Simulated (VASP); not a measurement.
Here is a VASP 6.6.1 calculation.

INCAR

```
ALGO = Normal ; EDIFF = 1E-6
ENCUT = 520 ; GGA = PE
ISIF = 2 ; ISMEAR = 1
LASPH = True ; LCHARG = False
LREAL = False ; LWAVE = False
NBANDS = 23 ; NELM = 100
PREC = Accurate ; SIGMA = 0.11
```

The input KPOINTS:

```
k-points
0
Gamma
  6 6 4
```

File POSCAR:

```
NiSb
1.0
    3.9399999606      0.0000000000      0.0000000000
   -1.9699999803      3.4121400568      0.0000000000
    0.0000000000      0.0000000000      5.1400000000
Ni Sb
2 2
Direct
    0.0000000000      0.0000000000      0.0000000000
    0.0000000000      0.0000000000      0.5000000000
    0.3333333333      0.6666666667      0.2500000000
    0.6666666667      0.3333333333      0.7500000000
```

Potentials or basis: VASP PAW PBE potentials, release 64 (Ni, Sb).

The run is started by

```bash
$ cat potpaw_PBE.64/Ni/POTCAR potpaw_PBE.64/Sb/POTCAR > POTCAR
$ mpirun -np 1 vasp_std > vasp.out
```

Question: Estimate the pressure.

Answer: 2.5 GPa.

Question: Estimate the band gap on the k mesh.

Answer: None (metal or under the smearing width).

Stress tensor (GPa, compression positive):
```
2.38 0.00 0.00
0.00 2.38 0.00
0.00 0.00 2.86
```

The run has no spin-orbit coupling, so splittings on Sb are missing. Spin polarisation is off, so any magnetic state and its effect on volume and gap are missing.
